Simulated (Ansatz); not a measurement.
# AlRu in Ansatz: the effect of functional

Crystal: AlRu.

```xyz
2
Lattice="2.9305 0.0000 0.0000 0.0000 2.9305 0.0000 0.0000 0.0000 2.9305" Properties=species:S:1:pos:R:3 pbc="T T T"
Ru    1.4653    1.4653    1.4653
Al    0.0000    0.0000    0.0000
```

The cell isn't the ideal one: volume scaled by 0.94.

Alike in all runs:

```yaml
Program: Ansatz 0.2.0
Task: single point
Potentials_or_basis: Ansatz PAW
k_mesh: 9 × 9 × 9
Occupations: fermi-dirac, width 0.05 eV
Spin: no spin polarisation
```

```tsv
functional	cutoff	pressure (GPa)
LDA	420 eV (not typed: the program's choice for these potentials)	5.8
PBEsol	420 eV (not typed: the program's choice for these potentials)	11.2
r2SCAN	500 eV (not typed: the program's choice for these potentials)	?
```

What does the run with functional r2SCAN give?

Pressure 13.0 GPa.

Caveats: the PAW data sets come from PBE, with cores solved anew for the run's functional, which leaves a small shift of forces and pressure.
